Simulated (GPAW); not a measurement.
The system is InGaAs2.

```
CELL_PARAMETERS angstrom
4.22500 0.00000 0.00000
0.00000 4.22500 0.00000
0.00000 0.00000 5.96215
ATOMIC_POSITIONS crystal
In 0.00000 0.00000 0.50000
As 0.00000 0.50000 0.23153
As 0.50000 0.00000 0.76848
Ga 0.50000 0.50000 0.00000
```

The cell comes from a database or a generator and needn't be the stable form of this composition.

* Program: GPAW 26.7.0
* Task: single point
* Functional: PBEsol
* Potentials or basis: PAW data sets generated in the run's folder for this functional
* Cutoff: 600 eV
* Basis: pw
* k mesh: 6 × 6 × 5
* Occupations: fermi-dirac, width 0.05 eV
* Spin: no spin polarisation

On this cell: pressure -2.5 GPa; largest force 0.045 eV/Å; band gap on the k mesh none (metal or under the smearing width).

The same run follows on a disturbed copy (atoms moved at random, drawn with an rms of 0.05 Å):

```
In As Ga
1.0
     4.22500    0.00000    0.00000
     0.00000    4.22500    0.00000
     0.00000    0.00000    5.96215
In As Ga
1 2 1
Direct
  0.00126 0.00859 0.49885
  0.01113 0.50855 0.22726
  0.50470 0.99809 0.76395
  0.50285 0.48518 0.99242
```

What does the disturbed cell give?

The energy (extrapolated to zero smearing) moves by +5.4 meV/atom; pressure -2.4 GPa; largest force 0.515 eV/Å; band gap on the k mesh none (metal or under the smearing width).

Forces in eV/Å, atoms in the order of the input:
```
In   0.122  0.037 -0.218
As  -0.257 -0.105  0.032
As  -0.088 -0.322 -0.066
Ga   0.223  0.389  0.252
```

Stress tensor (GPa, compression positive):
```
-2.46 -0.02 -0.41
-0.02 -2.45  0.43
-0.41  0.43 -2.28
```
